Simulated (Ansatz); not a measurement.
Yb:

```
Yb
1.0
     3.87990    0.00000    0.00000
    -1.93995    3.36009    0.00000
     0.00000    0.00000    6.38590
Yb
2
Cartesian
  1.9400 1.1200 4.7894
  0.0000 2.2401 1.5965
```

This isn't the form of Yb at room conditions, which is fcc.

- Program: Ansatz 0.2.0
- Task: single point
- Functional: PBE
- Potentials or basis: all-electron LAPW, scalar-relativistic
- Cutoff: 171 eV (chosen from the basis error)
- Basis error allowed: 0.001 eV/atom
- k mesh: 8 × 8 × 4
- Occupations: fermi-dirac, width 0.05 eV
- Spin: collinear spin, ferromagnetic start
- Starting moments: [1.0, 1.0] μB

On this cell: pressure -2.1 GPa; largest force under 0.003 eV/Å; net moment 0.00 μB per cell; band gap on the k mesh none (metal or under the smearing width).

The same run follows on a disturbed copy (atoms moved at random, drawn with an rms of 0.05 Å):

```xyz
2
Lattice="3.8799 0.0000 0.0000 -1.9400 3.3601 0.0000 0.0000 0.0000 6.3859" Properties=species:S:1:pos:R:3 pbc="T T T"
Yb    1.9646    1.1525    4.8022
Yb    0.0182    2.2135    1.6263
```

Task: What changes?

Result: The energy (extrapolated to zero smearing) moves by +0.4 meV/atom; pressure -2.1 GPa; largest force 0.031 eV/Å; net moment 0.00 μB per cell; band gap on the k mesh none (metal or under the smearing width).

Forces in eV/Å, atoms in the order of the input:
```
Yb  -0.003 -0.021  0.023
Yb   0.003  0.021 -0.023
```

Stress tensor (GPa, compression positive):
```
-2.07  0.01  0.00
 0.01 -2.28  0.00
 0.00  0.00 -2.09
```

Caveats: an open f shell can end in a state above the lowest; spin-orbit coupling is left out, which moves the levels of the heavy elements; the starting moments weren't kept.

The runs don't all hold the same shells in valence.
